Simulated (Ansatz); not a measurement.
C: single point with PBE

C, a slab with vacuum:

```
C
1.0
     2.45600    0.00000    0.00000
    -1.22800    2.12700    0.00000
     0.00000    0.00000   25.04400
C
8
Cartesian
  1.2280 0.7090 7.5000
  0.0000 1.4180 7.5000
  0.0000 0.7090 10.8480
  1.2280 1.4180 10.8480
  1.2280 0.7090 14.1960
  0.0000 1.4180 14.1960
  0.0000 0.7090 17.5440
  1.2280 1.4180 17.5440
```

The cell isn't the ideal one: the (0 0 1) slab of C, cut from the database cell, not relaxed.

```yaml
Program: Ansatz 0.2.0
Task: single point
Functional: PBE
Potentials_or_basis: Ansatz PAW
Cutoff: "420 eV (not typed: the program's choice for these potentials)"
k_mesh: 12 × 12 × 1
Occupations: fermi-dirac, width 0.05 eV
Spin: no spin polarisation
```

```
Largest force                   : 0.059 eV/Å
Band gap on the k mesh          : 0.14 eV, direct
Work function of the upper face : 4.25 eV
Work function of the lower face : 4.25 eV
Dipole across the slab          : 0.000 e·Å
```

Forces on the atoms (eV/Å):
```
C    0.000  0.002 -0.059
C    0.000 -0.002 -0.059
C    0.000  0.001 -0.004
C    0.000 -0.001 -0.004
C    0.000  0.001  0.004
C    0.000 -0.001  0.004
C    0.000  0.002  0.059
C    0.000 -0.002  0.059
```

Levels at points of the mesh, in eV from the valence-band top:
| k point | band 13 | band 14 | band 15 | band 16 | band 17 | band 18 | band 19 | band 20 |
| --- | --- | --- | --- | --- | --- | --- | --- | --- |
| (0.00, 0.00, 0.00) | -2.94 | -2.94 | -2.94 | -2.93 | 3.56 | 3.69 | 4.65 | 5.39 |
| (0.00, -0.50, 0.00) | -2.87 | -2.53 | -2.09 | -1.70 | 1.15 | 1.51 | 1.99 | 2.41 |
| (-0.50, 0.00, 0.00) | -2.38 | -2.38 | -2.32 | -2.32 | 1.76 | 1.76 | 1.89 | 1.89 |

Wall time 4 s on 4 threads of Arm Neoverse V1, on a shared host, peak memory 0.41 GiB.
